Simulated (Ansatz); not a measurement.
# In (In, body-centred tetragonal): the cost of one run

Method: DFT r²SCAN, plane waves with PAW, scalar-relativistic, in Ansatz 0.2.0.

## Step 1: The structure to begin with

The structure is monoclinic, space group C2/m (No. 12). Conventional cell: a = 4.492 Å, b = 4.639 Å, c = 3.339 Å, α = 90.00°, β = 130.88°, γ = 90.00°. In (site symmetry 2/m) has 12 In at 3.23 to 3.43 Å as nearest neighbours.

Coordinates:

```cif
data_structure
_symmetry_space_group_name_H-M 'P 1'
_symmetry_Int_Tables_number 1
_cell_length_a 3.4286
_cell_length_b 3.4286
_cell_length_c 3.3385
_cell_angle_alpha 123.025
_cell_angle_beta 123.025
_cell_angle_gamma 85.144
_cell_volume 26.30
loop_
_atom_site_label
_atom_site_type_symbol
_atom_site_fract_x
_atom_site_fract_y
_atom_site_fract_z
_atom_site_occupancy
In1 In 0.00000 0.00000 0.00000 1
```

## Step 2: Run at 0.01 eV

The run at 0.01 eV.

The input, input.yaml:

```yaml
crystal:
  lattice:
    - [-1.6190646052, 1.6612415974, 2.5247666629]
    - [1.6612415974, -1.6190646052, 2.5247666629]
    - [1.5669310712, 1.5669310712, -2.4970521319]
  atoms:
    - { symbol: In, position: [0.0, 0.0, 0.0] }
hamiltonian:
  xc: r2scan
  pseudopotentials:
    kind: paw
    azcp:
      In: "pseudopotentials/In.paw.azcp"
basis:
  ecutwfc: 500
  fft_grid_basis: typed
kpoints:
  mp_grid: { grid: [11, 11, 14], shift: [0, 0, 0] }
magnetization:
  spin_polarized: false
scf:
  occupations: { method: methfessel_paxton, width: 0.01 }
  lower_state_search: "off"
output:
  stress: true
  write_density: true
  write_potential: true
  elf: true
  volumetric_format: npy
```

Launch:

```sh
ansatz run input.yaml --threads 2 --pin off --max-ram 5120MiB --backend cpu --events-out ev --progress --plain --runs-dir out
```

Q: Estimate wall time and peak memory on 2 threads of Arm Neoverse N1, shared host.

About 19 s, with a peak of 0.56 GiB.
